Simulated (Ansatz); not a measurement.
# SiO₂: enthalpy against pressure

SiO₂, I4/mmm, a = 9.011 Å, c = 5.273 Å. This isn't the usual stable structure of the compound. Ansatz: PBE, PAW, 420 eV, Γ-centred 6×6×6 mesh on 12 atoms, Gaussian smearing 0.02 eV; no spin polarisation. Cell and atoms are relaxed at each pressure, and no other structure is tried, so the rows at high pressure may lie past a change of phase. y is the enthalpy over the state at zero pressure; there V0 = 17.838 Å³/atom. The pressures are the targets, met within 0.03 GPa.

```
P (GPa) y (eV/atom)
   -1.0      -0.1118
    0.0       0.0000
    1.0       0.1109
    4.0            ?
   12.0       1.2790
   25.0       2.5556
```

**Question.** Fit y = c1 P + c2 P² + c3 P³ to the other rows, say what c1 and c2 mean, and predict the missing value.

**Answer.** Least squares on the rows shown. y = 0.11135 P − 0.00042698 P² + 2.4771×10⁻⁶ P³. Since dH/dP = V, c1 is V0: 0.11135 eV/GPa × 160.2 = 17.838 Å³ against 17.838; c2 = −V0/(2B0) gives B0 = 130 GPa, where a Birch–Murnaghan fit to the volumes of the same runs (not shown) gives 127 GPa. At P = 4.0 the fit asked for gives 0.4387 eV/atom. The run gave 0.4385 eV/atom, so the fit is 0.0002 eV/atom too high, a small miss on the scale of the series.